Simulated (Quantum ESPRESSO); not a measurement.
AlCu under changes of volume

One of the cells (13.466 Å³/atom); the others are scaled copies at fixed shape and fractional positions:

```xyz
2
Lattice="2.9975 0.0000 0.0000 0.0000 2.9975 0.0000 0.0000 0.0000 2.9975" Properties=species:S:1:pos:R:3 pbc="T T T"
Cu    1.4988    1.4988    1.4988
Al    0.0000    0.0000    0.0000
```

The cell comes from a database or a generator and needn't be the stable form of this composition.

```yaml
Program: Quantum ESPRESSO 7.5
Functional: PBEsol
Potentials_or_basis: GBRV 1.5 PBEsol
Cutoff: 762 eV
Density_cutoff: 6095 eV
k_mesh: 9 × 9 × 9
Occupations: fermi-dirac, width 0.05 eV
Spin: no spin polarisation
```

```csv
volume (Å³/atom),energy over the lowest point (meV/atom),pressure (GPa)
12.658,?,?
12.928,0.00,0.0
13.197,1.92,-2.6
13.466,7.76,-4.7
13.736,17.07,-6.7
14.005,29.47,-8.5
14.274,44.61,-10.0
```

What does the run at 12.658 Å³/atom give?

Energy over the lowest point 2.53 meV/atom; pressure 2.7 GPa.

Worked out: A Birch-Murnaghan fit of order 3 (a polynomial in V^(-2/3)) to the other rows has its minimum at 12.94 Å³/atom with B0 = V·E''(V) = 124 GPa and B' = 4.6. It gives 2.46 meV/atom at 12.658 Å³/atom, against the run's 2.53, and -dE/dV = 2.9 GPa, against 2.7.

Energies are extrapolated to zero smearing.
